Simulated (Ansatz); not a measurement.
Runs of Ansatz 0.2.0 on SnO. Symmetry: P4/nmm, No. 129, tetragonal system. Conventional cell: a = 3.814 Å, b = 3.814 Å, c = 4.887 Å, α = 90.00°, β = 90.00°, γ = 90.00°. Around Sn (site symmetry 4mm) lie 4 O at 2.23 Å. Around O (site symmetry -4m2) lie 4 Sn at 2.23 Å. The cell is a database's computed one.

```csv
task,level,spin,k mesh,cutoff (eV),smearing,points for each segment of the path,gap on the mesh (eV),pressure (GPa),largest force (eV/Å)
single point,PBE,off,7 × 7 × 6,420,gaussian 0.014 eV,-,0.37,3.6,0.37
single point,PBE,off,7 × 7 × 6,420,gaussian 0.013 eV,-,0.37,3.6,0.37
single point,PBE,off,7 × 7 × 6,420,gaussian 0.015 eV,-,0.37,3.6,0.37
band structure,r2SCAN,"SOC, no magnetisation",5 × 5 × 5,500,fermi-dirac 0.05 eV,14,-,-0.5,(a)
```

Alike in all rows: potentials or basis Ansatz PAW; cell as given.

Q: Fill in the values left out.

A: (a) 0.13.

Caveats: odd divisions of the mesh miss points on the zone boundary, where band edges often lie, so the gap on the mesh can be too wide (some runs); spin-orbit coupling is left out, which moves the levels of the heavy elements (some runs); the PAW data sets come from PBE, with cores solved anew for the run's functional, which leaves a small shift of forces and pressure (some runs).

A k mesh can miss the band edges, and rows without SOC leave out spin-orbit coupling on Sn.
